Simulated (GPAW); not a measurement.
Crystal: TaN.

```
CELL_PARAMETERS angstrom
0.00000 2.21132 2.21132
2.21132 0.00000 2.21132
2.21132 2.21132 0.00000
ATOMIC_POSITIONS crystal
Ta 0.50000 0.50000 0.50000
N 0.00000 0.00000 0.00000
```

The cell comes from a database or a generator and needn't be the stable form of this composition.

```yaml
Program: GPAW 26.7.0
Task: relaxation of cell and atoms
Functional: RPBE
Dispersion: D3(BJ)
Potentials_or_basis: the program's PAW data sets (release 1.2.1) made for this functional
Cutoff: 800 eV
Basis: pw
k_mesh: 10 × 10 × 10
Occupations: fermi-dirac, width 0.05 eV
Spin: no spin polarisation
```

At the start: pressure -39.4 GPa; volume 10.81 Å³/atom.

Q: Where does the relaxation end?

A: Over 5 steps the energy falls by 149.5 meV/atom and the volume is 9.68 Å³/atom (-10.5 %); space group Fm-3m (No. 225, to 0.05 Å).

The path:
| step | energy change (eV) | largest force (eV/Å) | pressure (GPa) | volume (Å³) |
| --- | --- | --- | --- | --- |
| 1 | 0.0000 | 0.0000 | -39.44 | 21.63 |
| 2 | -0.2276 | 0.0000 | -21.61 | 20.43 |
| 3 | -0.2969 | 0.0000 | 3.40 | 19.21 |
| 4 | -0.2990 | 0.0000 | -0.20 | 19.37 |
| 5 | -0.2990 | 0.0000 | 0.00 | 19.36 |

Final structure:
```xyz
2
Lattice="0.0000 2.1311 2.1311 2.1311 0.0000 2.1311 2.1311 2.1311 0.0000" Properties=species:S:1:pos:R:3 pbc="T T T"
Ta    2.1311    2.1311    2.1311
N     0.0000    0.0000    0.0000
```

Caveat: later steps reuse the first step's grids; pairwise dispersion overbinds metals, which lowers pressure and volume.
